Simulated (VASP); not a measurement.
# NbC (Fm-3m) in VASP: density of states with PBE

Aim: the density of states of NbC with PBE.

Program: VASP 6.6.1. These are calculated values, not measurements. Logs are shortened: lines on timing, memory, paths and dates and some standing lists are left out, and cuts for length are marked.

### 1 The crystal as given

Symmetry: Fm-3m, No. 225, cubic system. The conventional cell has a = 4.483 Å, b = 4.483 Å, c = 4.483 Å, α = 90.00°, β = 90.00°, γ = 90.00°. Nb (site symmetry m-3m) has 6 C at 2.24 Å as nearest neighbours. C (site symmetry m-3m) is surrounded by 6 Nb at 2.24 Å.

### 2 Density of states, PBE

Input file POSCAR:

```
NbC                                     
1.0
    0.0000000000      2.2414184802      2.2414184802
    2.2414184802      0.0000000000      2.2414184802
    2.2414184802      2.2414184802      0.0000000000
  Nb              C             
     1     1
Direct
     0.0000000000000000    0.0000000000000000    0.0000000000000000
     0.5000000000000000    0.5000000000000000    0.5000000000000000
```

Input file INCAR.step1:

```
PREC = Accurate
ENCUT = 520
EDIFF = 1E-7
ISMEAR = 0
SIGMA = 0.1
LREAL = F
LASPH = T
NELM = 60
ALGO = Normal
ISIF = 2
LWAVE = F
LCHARG = T
LMAXMIX = 4
GGA = PE
NBANDS = 16
AMIX = 0.2
```

Input file KPOINTS.step1:

```
Automatic mesh
0
Gamma
  16 16 16
```

Input file INCAR.step2:

```
PREC = Accurate
ENCUT = 520
EDIFF = 1E-7
ISMEAR = -5
SIGMA = 0.1
LREAL = F
LASPH = T
NELM = 60
ALGO = Normal
ISIF = 2
LWAVE = F
LCHARG = F
LMAXMIX = 4
GGA = PE
LORBIT = 10
NBANDS = 16
AMIX = 0.2
NEDOS = 1001
ICHARG = 11
```

Input file KPOINTS.step2:

```
Automatic mesh
0
Gamma
  24 24 24
```

Potentials or basis: VASP PAW PBE potentials, release 64 (Nb_sv, C).

The run is started by

```bash
> cat potpaw_PBE.64/Nb_sv/POTCAR potpaw_PBE.64/C/POTCAR > POTCAR
> cp INCAR.step1 INCAR
> cp KPOINTS.step1 KPOINTS
> mpirun -np 1 vasp_std > vasp.out
> cp INCAR.step2 INCAR
> cp KPOINTS.step2 KPOINTS
> mpirun -np 1 vasp_std > vasp.out
```

OUTCAR:

```text
PREC = Accurate
   ENCUT = 520
   EDIFF = 1E-7
   ISMEAR = -5
   LREAL = F
   LASPH = T
   NELM = 60
   ISIF = 2
   GGA = PE
   LORBIT = 10
   AMIX = 0.2
   ICHARG = 11

 ion  position               nearest neighbor table
   1  0.000  0.000  0.000-   2 2.24   2 2.24   2 2.24   2 2.24   2 2.24   2 2.24
   2  0.500  0.500  0.500-   1 2.24   1 2.24   1 2.24   1 2.24   1 2.24   1 2.24

  LATTYP: Found a face centered cubic cell.
 ALAT       =     4.4828369604

  Lattice vectors:

 A1 = (   0.0000000000,   2.2414184802,   2.2414184802)
 A2 = (   2.2414184802,   0.0000000000,   2.2414184802)
 A3 = (   2.2414184802,   2.2414184802,   0.0000000000)

Analysis of symmetry for initial positions (statically):
=====================================================================
 Subroutine PRICEL returns:
 Original cell was already a primitive cell.

 Routine SETGRP: Setting up the symmetry group for a
 face centered cubic supercell.

 Subroutine GETGRP returns: Found 48 space group operations
 (whereof 48 operations were pure point group operations)
 out of a pool of 48 trial point group operations.

The static configuration has the point symmetry O_h .

Analysis of symmetry for dynamics (positions and initial velocities):
=====================================================================
 Subroutine PRICEL returns:
 Original cell was already a primitive cell.

 Routine SETGRP: Setting up the symmetry group for a
 face centered cubic supercell.

 Subroutine GETGRP returns: Found 48 space group operations
 (whereof 48 operations were pure point group operations)
 out of a pool of 48 trial point group operations.

The dynamic configuration has the point symmetry O_h .

 Subroutine INISYM returns: Found 48 space group operations
 (whereof 48 operations are pure point group operations),
 and found     1 'primitive' translations

----------------------------------------------------------------------------------------

                                     Primitive cell

  volume of cell :      22.5216

  direct lattice vectors                    reciprocal lattice vectors
     0.000000000  2.241418480  2.241418480    -0.223073025  0.223073025  0.223073025
[... 91 lines left out ...]
   NSW    =      0    number of steps for IOM
   IBRION =     -1    ionic relax: 0-MD 1-quasi-New 2-CG
   NFREE  =      0    steps in history (QN), initial steepest desc. (CG)
   ISIF   =      2    stress and relaxation
   ISYM   =      2    0-nonsym 1-usesym 2-fastsym
   POTIM  = 0.5000    time-step for ionic-motion
   TEBEG  =    0.0;   TEEND  =   0.0 temperature during run
   PSTRESS=    0.0 pullay stress
   NELECT =      17.0000    total number of electrons
   NUPDOWN=      -1.0000    fix difference up-down
   EMIN   =  10.00;   EMAX   =-10.00  energy-range for DOS
   EFERMI =   0.00;   METHOD = LEGACY
   ISMEAR =    -5;   SIGMA  =   0.10  broadening in eV -4-tet -1-fermi 0-gaus
   EFERMI_NEDOS =   21; number of points for ismear=-14 and -15
   IALGO  =     38    algorithm
   IMIX   =      4    mixing-type and parameters
     AMIX     =   0.20;   BMIX     =  1.00
     AMIX_MAG =   0.80;   BMIX_MAG =  1.00
  volume/ion in A,a.u.               =      11.26        75.99
  Fermi-wavevector in a.u.,A,eV,Ry     =   1.490590  2.816807 30.230219  2.221858
  Thomas-Fermi vector in A             =   2.603353
   LORBIT       =     10    0 simple, 1 ext, 2 COOP (PROOUT), +10 PAW based schemes
   GGA     = PE    functional components
   LHFCALC =     F    Hartree Fock is set to
   AEXX    =    0.0000 exact exchange contribution
   IVDW    =     0    specifies the selected vdW correction
   LEPSILON=     F    determine dielectric tensor
   LRPA    =     F    only Hartree local field effects (RPA)
 non-spin polarized calculation
 Fermi weights with tetrahedron method with Bloechl corrections
  energy-cutoff  :      520.00
  volume of cell :       22.52
 maximum number of plane-waves:       620

 number of electron      16.9999999 magnetization

 Free energy of the ion-electron system (eV)
  ---------------------------------------------------
  ext. energy  EPLUGINS =         0.00000000
  ---------------------------------------------------
  free energy    TOTEN  =       -20.54532873 eV

  energy without entropy =      -20.54532873  energy(sigma->0) =      -20.54532873

 E-fermi :  12.4724     XC(G=0): -13.0402

 val. band max:       12.4729989203   @ k =  -0.4583   0.3750   0.1667
 cond. band min:      12.4557036993   @ k =   0.0417   0.0417   0.0000
 fundamental gap:     -0.0172952209
 Fermi energy:        12.4723689306

 k-point     1 :       0.0000    0.0000    0.0000
  band No.  band energies     occupation
      1     -43.3332      2.00000
      2     -19.0453      2.00000
      3     -19.0453      2.00000
      4     -19.0453      2.00000
      5      -0.9553      2.00000
      6      11.1537      2.00000
[... 433 lines left out ...]
      3     -19.1293      2.00000
      4     -19.1288      2.00000
      5       2.4041      2.00000
      6       5.2316      2.00000
[... 8 lines left out ...]
     15      25.2638      0.00000
     16      25.3181      0.00000

 [... further k-points ...]

------------------------ aborting loop because EDIFF is reached ----------------------------------------

  FORCE on cell =-STRESS in cart. coord.  units (eV):
  Direction    XX          YY          ZZ          XY          YZ          ZX
  --------------------------------------------------------------------------------------
  -------------------------------------------------------------------------------------
  Total        0.0376672      0.0376672      0.0376672      0.0000000      0.0000000     -0.0000000
  in kB        2.6796350      2.6796350      2.6796350      0.0000000      0.0000000     -0.0000000
  external PRESSURE =       2.6796350 kB  Pullay stress =       0.0000000 kB

 VOLUME and BASIS-vectors are now :
 -----------------------------------------------------------------------------
  energy-cutoff  :      520.00
  volume of cell :       22.52
      direct lattice vectors                 reciprocal lattice vectors
     0.000000000  2.241418480  2.241418480    -0.223073025  0.223073025  0.223073025
     2.241418480  0.000000000  2.241418480     0.223073025 -0.223073025  0.223073025
     2.241418480  2.241418480  0.000000000     0.223073025  0.223073025 -0.223073025

 POSITION                                       TOTAL-FORCE (eV/Angst)
 -----------------------------------------------------------------------------------
      0.00000      0.00000      0.00000        -0.000000     -0.000000     -0.000000
      2.24142      2.24142      2.24142         0.000000      0.000000      0.000000
 -----------------------------------------------------------------------------------
    total drift:                               -0.000000     -0.000000     -0.000000

  FREE ENERGIE OF THE ION-ELECTRON SYSTEM (eV)
  ---------------------------------------------------
  free  energy   TOTEN  =       -20.5453287316 eV

  energy  without entropy=      -20.5453287316  energy(sigma->0) =      -20.54532873

 total charge

# of ion       s       p       d       tot
------------------------------------------
    1        2.165   6.080   2.382  10.627
    2        0.879   1.529   0.000   2.408
--------------------------------------------------
tot          3.044   7.609   2.382  13.035
```

It took 49 s on 1 thread of Intel Xeon 6975P-C (Granite Rapids), shared host; peak memory 0.25 GiB.

What came out:

```yaml
Valence_electrons_inside_the_program's_atomic_spheres: Nb 10.63; C 2.41
```

Levels at points of the mesh, in eV from the Fermi level:
| k point | band 6 | band 7 | band 8 | band 9 | band 10 | band 11 | band 12 | band 13 |
| --- | --- | --- | --- | --- | --- | --- | --- | --- |
| (0.00, 0.00, 0.00) | -1.32 | -1.32 | -1.32 | -0.24 | -0.24 | -0.24 | 0.32 | 0.32 |
| (0.50, 0.00, 0.00) | -7.53 | -5.10 | -5.10 | 2.08 | 2.08 | 3.49 | 5.73 | 8.80 |
| (0.50, 0.50, 0.00) | -4.15 | -3.88 | -1.33 | -1.33 | 1.93 | 3.16 | 3.16 | 6.34 |

States per cell in windows of 1 eV (zero at the Fermi level; states under -8 eV left out):
```tsv
from (eV)	total	Nb1_d	C2_p	Nb1_p	C2_s	Nb1_s	C2_d
-8.0	0.07	0.01	0.01	0.00	0.00	0.01	0.00
-7.0	0.60	0.13	0.12	0.01	0.01	0.05	0.00
-6.0	0.85	0.19	0.18	0.02	0.01	0.04	0.00
-5.0	3.16	0.97	0.70	0.13	0.01	0.01	0.00
-4.0	1.06	0.37	0.24	0.02	0.00	0.00	0.00
-3.0	0.40	0.13	0.11	0.01	0.00	0.00	0.00
-2.0	0.41	0.15	0.09	0.01	0.00	0.00	0.00
-1.0	0.68	0.34	0.10	0.01	0.00	0.00	0.00
0.0	0.82	0.49	0.09	0.00	0.01	0.01	0.00
1.0	1.42	0.95	0.13	0.01	0.01	0.01	0.00
2.0	1.66	1.17	0.16	0.01	0.01	0.02	0.00
3.0	2.13	1.48	0.26	0.01	0.01	0.04	0.00
4.0	0.55	0.30	0.08	0.01	0.02	0.02	0.00
5.0	0.76	0.42	0.10	0.01	0.05	0.03	0.00
6.0	1.20	0.61	0.13	0.03	0.12	0.02	0.00
7.0	0.67	0.29	0.12	0.03	0.04	0.01	0.00
```

Caveat: tetrahedron occupations give inexact forces and stress in metals.
